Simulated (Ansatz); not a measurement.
A generator proposed this cell of Ge.

```cif
data_structure
_symmetry_space_group_name_H-M 'P4_322'
_symmetry_Int_Tables_number 95
_cell_length_a 6.5656
_cell_length_b 6.5656
_cell_length_c 6.5791
_cell_angle_alpha 90.000
_cell_angle_beta 90.000
_cell_angle_gamma 90.000
_cell_volume 283.60
loop_
_atom_site_label
_atom_site_type_symbol
_atom_site_symmetry_multiplicity
_atom_site_Wyckoff_symbol
_atom_site_fract_x
_atom_site_fract_y
_atom_site_fract_z
_atom_site_occupancy
Ge1 Ge 4 c 0.62781 0.62781 0.62500 1
Ge2 Ge 8 d 0.15949 0.58169 0.91035 1
```

Computed with DFT PBE, scalar-relativistic, plane waves, PAW in Ansatz. Plane waves to 420 eV, a k mesh through Γ of 4×4×4 on the computed 12-atom cell and Gaussian smearing (0.10 eV); no spin polarisation.

Energies count from the standard state of Ge at the same level.

**Question.** What does a single point on this coarse mesh give?

**Answer.** The pressure is 11.6 GPa (the mean over three directions, positive in compression), the largest force is 1.23 eV/Å, and the energy is +0.50 eV/atom against the standard state. The shortest distance is 2.35 Å.

**Question.** How much does it gain on relaxing, and where does it end?

**Answer.** Relaxing gains about 0.14 eV/atom (the start's value is from the coarse mesh, so the gain is rough) in 8 ionic steps and ends at +0.35 eV/atom on the finer mesh. The symmetry stays P4_322 (No. 95). The volume per atom grows by 19.4 %, from 23.6 to 28.2 Å³. The shortest distance goes from 2.35 Å (Ge–Ge) to 2.50 Å (Ge–Ge). Conventional cell: a = 6.979 Å, c = 6.952 Å. Around Ge on a site of symmetry 2 lie 4 Ge at 2.50–2.57 Å; Ge on a site of symmetry 1 has 4 Ge at 2.52–2.62 Å.

The last run used a 6×6×6 mesh for its 12-atom cell and Gaussian smearing of 0.10 eV. The relaxation can't lower the symmetry of the start. Symmetry constrained the relaxation, so the result can be a saddle point. Another cell of Ge relaxed alike, in P6_3/mmc, lies 28 meV/atom lower, so this cell isn't the stable form at this level.
